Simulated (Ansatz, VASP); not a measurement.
**One calculation of Al, two programs**

```
CELL_PARAMETERS angstrom
2.81246 0.00000 0.00000
-1.40623 2.43566 0.00000
0.00000 0.00000 4.86685
ATOMIC_POSITIONS crystal
Al 0.68720 0.37439 0.75000
Al 0.33333 0.66667 0.25000
```

This isn't the form of Al at room conditions, which is fcc.

Alike in both runs: task single point; functional PBE; k mesh 15 × 15 × 8; occupations gaussian, width 0.05 eV; no spin polarisation.

|  | VASP | Ansatz |
| --- | --- | --- |
| version | VASP 6.6.1 | Ansatz 0.2.0 |
| potentials or method | VASP PAW PBE potentials, release 64 (Al) | scalar-relativistic, plane waves, PAW |
| plane-wave cutoff (eV) | 520 | 500 |
| valence electrons in the cell | 6 | 6 |

|  | VASP | Ansatz | Ansatz less VASP |
| --- | --- | --- | --- |
| gap on the k mesh at the Fermi level (eV) | none | none | - |
| pressure (GPa) | 0.3 | 0.4 | +0.02 |
| largest component of the traceless stress (GPa) | 2.03 | 2.04 | +0.011 |
| rms of the force components (eV/Å) | 0.039 | 0.039 | +0.0001 |

Atom by atom the forces differ by 0.000 eV/Å (rms over components). A gap of «none» marks a metal or a gap that the smearing closes. The functional is the same, so the differences come from potentials, cutoffs and numerics.
